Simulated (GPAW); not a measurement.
# HgTe (Coloradoite) (F-43m) in GPAW: notebook, part 3 of 3

GPAW 26.7.0.

## 5. Equation of state, revPBE

run.py

```python
import spglib
from ase import Atoms
from ase.eos import EquationOfState
from ase.io import Trajectory, read
from ase.units import GPa
from gpaw import GPAW, PW

atoms = read('HgTe.cif')
cell, positions, numbers = spglib.find_primitive(
    (atoms.cell[:], atoms.get_scaled_positions(), atoms.numbers), symprec=1e-4)
atoms = Atoms(numbers, cell=cell, scaled_positions=positions, pbc=True)

traj = Trajectory('eos.traj', 'w')
volumes, energies = [], []
for x in [0.94, 0.96, 0.98, 1.0, 1.02, 1.04, 1.06]:
    a = atoms.copy()
    a.set_cell(atoms.cell * x**(1 / 3), scale_atoms=True)
    calc = GPAW(mode=PW(600),
                xc='revPBE',
                kpts={'size': (6, 6, 6), 'gamma': True},
                occupations={'name': 'fermi-dirac', 'width': 0.05},
                nbands=18,
                convergence={'density': 1e-05, 'energy': 1e-05},
                maxiter=150,
                txt=f'eos-{x:.2f}.txt')
    a.calc = calc
    energies.append(a.get_potential_energy(force_consistent=True))
    volumes.append(a.get_volume())
    p = -a.get_stress()[:3].mean() / GPa
    calc.write(f'eos-{x:.2f}.gpw')
    traj.write(a)
    print(f'{x:.2f} {volumes[-1]:10.4f} A^3 {energies[-1]:14.6f} eV {p:9.3f} GPa', flush=True)

v0, e0, B = EquationOfState(volumes, energies, eos='birchmurnaghan').fit()
print(f'V0 = {v0:.4f} A^3, E0 = {e0:.6f} eV, B0 = {B / GPa:.2f} GPa')
```

HgTe.cif

```cif
data_HgTe
_cell_length_a 6.42900000
_cell_length_b 6.42900000
_cell_length_c 6.42900000
_cell_angle_alpha 90.00000000
_cell_angle_beta 90.00000000
_cell_angle_gamma 90.00000000
_space_group_name_H-M_alt 'F-43m'
_space_group_name_Hall 'F -4 2 3'
_space_group_IT_number 216
loop_
_space_group_symop_operation_xyz
'x,y,z'
'y,-x,-z'
'-x,-y,z'
'-y,x,-z'
'x,-y,-z'
'y,x,z'
'-x,y,-z'
'-y,-x,z'
'z,x,y'
'-z,y,-x'
'z,-x,-y'
'-z,-y,x'
'-z,x,-y'
'z,y,x'
'-z,-x,y'
'z,-y,-x'
'y,z,x'
'-x,-z,y'
'-y,z,-x'
'x,-z,-y'
'-y,-z,x'
'x,z,y'
'y,-z,-x'
'-x,z,-y'
'x,y+1/2,z+1/2'
'y,-x+1/2,-z+1/2'
'-x,-y+1/2,z+1/2'
'-y,x+1/2,-z+1/2'
'x,-y+1/2,-z+1/2'
'y,x+1/2,z+1/2'
'-x,y+1/2,-z+1/2'
'-y,-x+1/2,z+1/2'
'z,x+1/2,y+1/2'
'-z,y+1/2,-x+1/2'
'z,-x+1/2,-y+1/2'
'-z,-y+1/2,x+1/2'
'-z,x+1/2,-y+1/2'
'z,y+1/2,x+1/2'
'-z,-x+1/2,y+1/2'
'z,-y+1/2,-x+1/2'
'y,z+1/2,x+1/2'
'-x,-z+1/2,y+1/2'
'-y,z+1/2,-x+1/2'
'x,-z+1/2,-y+1/2'
'-y,-z+1/2,x+1/2'
'x,z+1/2,y+1/2'
'y,-z+1/2,-x+1/2'
'-x,z+1/2,-y+1/2'
'x+1/2,y,z+1/2'
'y+1/2,-x,-z+1/2'
'-x+1/2,-y,z+1/2'
'-y+1/2,x,-z+1/2'
'x+1/2,-y,-z+1/2'
'y+1/2,x,z+1/2'
'-x+1/2,y,-z+1/2'
'-y+1/2,-x,z+1/2'
'z+1/2,x,y+1/2'
'-z+1/2,y,-x+1/2'
'z+1/2,-x,-y+1/2'
'-z+1/2,-y,x+1/2'
'-z+1/2,x,-y+1/2'
'z+1/2,y,x+1/2'
'-z+1/2,-x,y+1/2'
'z+1/2,-y,-x+1/2'
'y+1/2,z,x+1/2'
'-x+1/2,-z,y+1/2'
'-y+1/2,z,-x+1/2'
'x+1/2,-z,-y+1/2'
'-y+1/2,-z,x+1/2'
'x+1/2,z,y+1/2'
'y+1/2,-z,-x+1/2'
'-x+1/2,z,-y+1/2'
'x+1/2,y+1/2,z'
'y+1/2,-x+1/2,-z'
'-x+1/2,-y+1/2,z'
'-y+1/2,x+1/2,-z'
'x+1/2,-y+1/2,-z'
'y+1/2,x+1/2,z'
'-x+1/2,y+1/2,-z'
'-y+1/2,-x+1/2,z'
'z+1/2,x+1/2,y'
'-z+1/2,y+1/2,-x'
'z+1/2,-x+1/2,-y'
'-z+1/2,-y+1/2,x'
'-z+1/2,x+1/2,-y'
'z+1/2,y+1/2,x'
'-z+1/2,-x+1/2,y'
'z+1/2,-y+1/2,-x'
'y+1/2,z+1/2,x'
'-x+1/2,-z+1/2,y'
'-y+1/2,z+1/2,-x'
'x+1/2,-z+1/2,-y'
'-y+1/2,-z+1/2,x'
'x+1/2,z+1/2,y'
'y+1/2,-z+1/2,-x'
'-x+1/2,z+1/2,-y'
loop_
_atom_site_label
_atom_site_type_symbol
_atom_site_symmetry_multiplicity
_atom_site_Wyckoff_symbol
_atom_site_fract_x
_atom_site_fract_y
_atom_site_fract_z
_atom_site_occupancy
Hg1 Hg 4 a 0.0000000000 0.0000000000 0.0000000000 1
Te1 Te 4 c 0.2500000000 0.2500000000 0.2500000000 1
```

Potentials or basis: the program's PAW data sets (release 1.2.1) made for this functional, pw.

Started as:

```console
$ OMP_NUM_THREADS=1 python run.py
```

Log:

```text
__  _  _
 | _ |_)|_||  |
 |__||  | ||/\| - 26.7.0

Input parameters:
  mode=PW(ecut=600.0),
  convergence={'density': 1e-05, 'energy': 1e-05},
  kpts=MonkhorstPack(size=(6, 6, 6), gamma=True),
  maxiter=150,
  nbands=18,
  occupations=Occupations(name='fermi-dirac', width=0.05),
  xc=XC(name='revPBE')

Diagonalizing LCAO Hamiltonian
Converting LCAO to pw mode

            Te

       Hg

Atoms  # Å, Bohr magnetons
|   | symbol |        x |        y |        z |    initial magnetic moments |
|---|--------|----------|----------|----------|-----------------------------|
| 0 |     Hg | 0.000000 | 0.000000 | 0.000000 | ( 0.0000,  0.0000,  0.0000) |
| 1 |     Te | 1.574440 | 1.574440 | 1.574440 | ( 0.0000,  0.0000,  0.0000) |

Unit cell  # Å
| periodic |        x |        y |        z |  lengths |    angles |
|----------|----------|----------|----------|----------|-----------|
|      yes | 0.000000 | 3.148880 | 3.148880 | 4.453188 | 60.000000 |
|      yes | 3.148880 | 0.000000 | 3.148880 | 4.453188 | 60.000000 |
|      yes | 3.148880 | 3.148880 | 0.000000 | 4.453188 | 60.000000 |

Number of symmetries: 24
Symmetry operations  # r_c * U_cc + t_c -> r_c
|    | kind |            matrix            |
|----|------|------------------------------|
|  0 |  E   |  1, 0, 0,  0, 1, 0,  0, 0, 1 |
|  1 |  σ   |  1, 0, 0,  0, 0, 1,  0, 1, 0 |
|  2 |  σ   |  1, 0,-1,  0, 1,-1,  0, 0,-1 |
|  3 |  C3  |  1, 0,-1,  0, 0,-1,  0, 1,-1 |
|  4 |  C3  |  1,-1, 0,  0,-1, 1,  0,-1, 0 |
|  5 |  σ   |  1,-1, 0,  0,-1, 0,  0,-1, 1 |
|  6 |  σ   |  0, 1, 0,  1, 0, 0,  0, 0, 1 |
|  7 |  C3  |  0, 1, 0,  0, 0, 1,  1, 0, 0 |
|  8 |  C2  |  0, 1,-1,  1, 0,-1,  0, 0,-1 |
|  9 |  S4  |  0, 1,-1,  0, 0,-1,  1, 0,-1 |
| 10 |  C3  |  0, 0, 1,  1, 0, 0,  0, 1, 0 |
| 11 |  σ   |  0, 0, 1,  0, 1, 0,  1, 0, 0 |
| 12 |  S4  |  0, 0,-1,  1, 0,-1,  0, 1,-1 |
| 13 |  C3  |  0, 0,-1,  0, 1,-1,  1, 0,-1 |
| 14 |  S4  |  0,-1, 1,  1,-1, 0,  0,-1, 0 |
| 15 |  C2  |  0,-1, 1,  0,-1, 0,  1,-1, 0 |
| 16 |  C3  |  0,-1, 0,  1,-1, 0,  0,-1, 1 |
| 17 |  S4  |  0,-1, 0,  0,-1, 1,  1,-1, 0 |
| 18 |  S4  | -1, 1, 0, -1, 0, 1, -1, 0, 0 |
| 19 |  C3  | -1, 1, 0, -1, 0, 0, -1, 0, 1 |
| 20 |  C3  | -1, 0, 1, -1, 1, 0, -1, 0, 0 |
| 21 |  S4  | -1, 0, 1, -1, 0, 0, -1, 1, 0 |
| 22 |  σ   | -1, 0, 0, -1, 1, 0, -1, 0, 1 |
| 23 |  C2  | -1, 0, 0, -1, 0, 1, -1, 1, 0 |

BZ-sampling:
  Number of BZ points: 216
  Number of IBZ points: 16

  Monkhorst-Pack size: [6, 6, 6]
  Monkhorst-Pack shift: [0.08333333333333333, 0.08333333333333333, 0.08333333333333333]

K-points  # in reciprocal-cell coordinates
|     |                                coordinates |     weight |
|-----|--------------------------------------------|------------|
|   0 | (  0.00000000,   0.00000000,   0.00000000) | 0.00462963 |
|   1 | (  0.16666667,   0.16666667,   0.00000000) | 0.02777778 |
|   2 | (  0.16666667,   0.16666667,   0.16666667) | 0.03703704 |
|   3 | (  0.33333333,   0.16666667,   0.16666667) | 0.05555556 |
|   4 | (  0.33333333,   0.33333333,  -0.33333333) | 0.05555556 |
|   5 | (  0.33333333,   0.33333333,   0.00000000) | 0.02777778 |
|   6 | (  0.33333333,   0.33333333,   0.16666667) | 0.11111111 |
|   7 | (  0.33333333,   0.33333333,   0.33333333) | 0.03703704 |
|   8 | (  0.50000000,   0.33333333,  -0.33333333) | 0.11111111 |
|   9 | (  0.50000000,   0.33333333,  -0.16666667) | 0.05555556 |
| ... |                                            |            |
|  15 | (  0.50000000,   0.50000000,   0.50000000) | 0.01851852 |

Plane wave coefficients: 2100
Cutoff: 600.0 eV

Spin-components: 1 (collinear spins)
Bands:           18
Projectors:      11
Spin-degeneracy: 2
Datatype:        complex128

Parallelization:
  kpt:    1
  domain: 1
  band:   1

Density:
  Valence electrons: 24.0
  Components: 1
  Grid points: [27 27 27]
  Charge: 0.0  # |e|

Potential:
  Grid points: [27 27 27]

species:
  Hg:
    name:    Mercury
    Z:       80.0
    valence: 18
    core:    62
    charge:  0.0  # [|e|]
    compensation charges:
      type: gauss
      rc: 0.41  # [Å]
      lmax: 2
    cutoffs:
      filter: 2.17  # [Å]
      core: 2.06  # [Å]
    projectors
    | kind |    occ | energy [eV] | rcut [Å] |
    |------|--------|-------------|----------|
    |   6s |  2.000 |      -6.686 |    1.307 |
    |   5p |  6.000 |     -66.502 |    1.291 |
    |   6p |  0.000 |      -1.016 |    1.291 |
    |   5d | 10.000 |      -9.835 |    1.302 |
    |    s |        |      20.525 |    1.307 |
    |    d |        |      17.376 |    1.302 |

    Using partial waves for Hg as LCAO basis

  Te:
    name:    Tellurium
    Z:       52.0
    valence: 6
    core:    46
    charge:  0.0  # [|e|]
    compensation charges:
      type: gauss
      rc: 0.36  # [Å]
      lmax: 2
    cutoffs:
      filter: 2.09  # [Å]
      core: 3.17  # [Å]
    projectors
    | kind |    occ | energy [eV] | rcut [Å] |
    |------|--------|-------------|----------|
    |   5s |  2.000 |     -15.027 |    1.180 |
    |   5p |  4.000 |      -5.913 |    1.196 |
    |    s |        |      12.185 |    1.180 |
    |    p |        |      21.299 |    1.196 |
    |    d |        |       0.000 |    1.238 |

    Using partial waves for Te as LCAO basis

Reference energy: -717963.793644  # eV

eigensolver:
  PPCG
  Converge bands: occupied
  niter=2

density mixing:
  MSR1-Mixer
  Pratt-step length: 0.05
  Maximum mixing coefficient: 0.75
  Old densities: 10
  SVD Regularization: 0.005
  Good broyden scale: 1.0
  Trust region scale: 1.0
  Backstep threshold: 4.0
  History deletion threshold: 6.0
  Fourier metric: weight=20.0, sigma=0.015

occupation numbers:
  Fermi-Dirac:
    width: 0.0500  # eV

poisson solver:
  ecut: 4800.0  # eV

xc functional:
  name: revPBE with 2 nearest neighbor stencil

convergence criteria:
- Maximum integral of absolute [dens]ity change: 1e-05 electrons / valence electron
- Maximum [total energy] change in last 3 cyles: 1e-05 eV / valence electron
- Maximum integral of absolute [eigenst]ate change: 4e-08 eV^2 / valence electron
maximum number of iterations: 150

SCF iterations
|iter     | |      energy | eigst |  dens |
|---------|-|-------------|-------|-------|
|iter:   1| |   -3.674790 | -0.03 |       |
|iter:   2| |   -3.634105 | -2.03 | -1.42 |
|iter:   3| |   -3.524173 | -1.93 | -1.47 |
|iter:   4| |   -3.538882 | -2.62 | -1.87 |
|iter:   5| |   -3.547577 | -2.87 | -2.19 |
|iter:   6| |   -3.548074 | -4.20 | -3.21 |
|iter:   7| |   -3.548172 | -4.74 | -3.67 |
|iter:   8| |   -3.548173c| -6.44 | -4.19 |
|iter:   9| |   -3.548174c| -6.89 | -4.90 |
|iter:  10| |   -3.548174c| -7.49c| -5.33c|

Converged in 10 steps
Energy contributions relative to reference atoms: (reference = -717963.793644)

Energy contributions:
  Kinetic:          40.422016
  Coulomb:         -33.763771
  Zero:             -2.000887
  External:          0.000000
  Xc:               -8.205073
  Entropy:          -0.000918
  Spinorbit:         0.000000
  ----------------------------
  Free energy:      -3.548632
  Extrapolated:     -3.548174

dipole moment: (-26.629389, -26.629389, -26.629389)  # |e|*Ang

Fermi level: 5.603
Eigenvalues  # (at kpt = [0.000, 0.000, 0.000])
| band index |      eig [eV] | occ [0-2] |
|------------|---------------|-----------|
|          0 |       -58.281 |     2.000 |
|        ... |               |           |
|          5 |        -2.387 |     2.000 |
|          6 |        -2.387 |     2.000 |
|          7 |        -1.787 |     2.000 |
|          8 |        -1.787 |     2.000 |
|          9 |         5.244 |     1.998 |
|         10 |         5.568 |     1.339 |
|         11 |         5.568 |     1.339 |
|         12 |         5.568 |     1.339 |
|         13 |         9.707 |     0.000 |
|         14 |         9.707 |     0.000 |
|         15 |         9.707 |     0.000 |
|         16 |        12.273 |     0.000 |
|         17 |        15.389 |     0.000 |

No gap
No difference between direct/indirect transitions

Stress tensor  # eV/Ang^3
|         x |         y |         z |
|-----------|-----------|-----------|
| -0.062367 | -0.000000 |  0.000000 |
| -0.000000 | -0.062367 | -0.000000 |
|  0.000000 | -0.000000 | -0.062367 |

# Writing to eos-0.94.gpw (mode='')
```

Wall time 1.9 min (1 thread of Arm Neoverse V1, shared host); peak memory 0.25 GiB.

What came out:

```
Equilibrium volume : 38.07 Å³/atom (rough: see the caveat)
Bulk modulus       : 30 GPa (rough)
```

Energy against volume, from the lowest point:
```csv
volume (Å³/atom),energy (meV/atom)
31.223,150.88
31.887,112.62
32.551,80.39
33.215,53.53
33.880,31.52
34.544,13.82
35.208,0.00
```

Caveat: the minimum lies outside the volumes run. Spin-orbit coupling is left out, which matters for the levels of Hg, Te.

## 6. Equation of state, BP86

run.py, as its differences from that of step 5:

```diff
@@ -1,12 +1,17 @@
-import spglib
-from ase import Atoms
 from ase.eos import EquationOfState
-from ase.io import Trajectory, read
+from ase.io import Trajectory
+from ase.spacegroup import crystal
 from ase.units import GPa
-from gpaw import GPAW, PW
+from gpaw import GPAW, PW, setup_paths
 
-atoms = read('HgTe.cif')
-cell, positions, numbers = spglib.find_primitive(
-    (atoms.cell[:], atoms.get_scaled_positions(), atoms.numbers), symprec=1e-4)
-atoms = Atoms(numbers, cell=cell, scaled_positions=positions, pbc=True)
+setup_paths.insert(0, '.')
+
+# Hg 4a
+# Te 4c
+atoms = crystal(['Hg', 'Te'],
+                basis=[[0.0, 0.0, 0.0],
+                       [0.25, 0.25, 0.25]],
+                spacegroup=216, setting=1,  # F-43m
+                cellpar=[6.429, 6.429, 6.429, 90.0, 90.0, 90.0],
+                primitive_cell=True)
 
@@ -18,3 +23,3 @@
     calc = GPAW(mode=PW(600),
-                xc='revPBE',
+                xc='GGA_X_B88+GGA_C_P86',
                 kpts={'size': (6, 6, 6), 'gamma': True},
```

Potentials or basis: PAW data sets generated in the run's folder for this functional, pw.

Started as:

```console
$ gpaw-setup -f GGA_X_B88+GGA_C_P86 Hg Te
$ OMP_NUM_THREADS=1 python run.py
```

Run time: 1.9 min. Hardware: 1 thread of Arm Neoverse V1, shared host; peak memory 0.23 GiB.

The run converged. Its results:

- Equilibrium volume: 36.94 Å³/atom (rough: see the caveat)
- Bulk modulus: 34 GPa (rough)

Energy against volume, from the lowest point:
```
volume (Å³/atom)  energy (meV/atom)
          31.223             123.03
          31.887              89.71
          32.551              62.30
          33.215              40.13
          33.880              22.68
          34.544               9.45
          35.208               0.00
```

Caveat: the minimum lies outside the volumes run. The run has no spin-orbit coupling, so splittings on Hg, Te are missing.
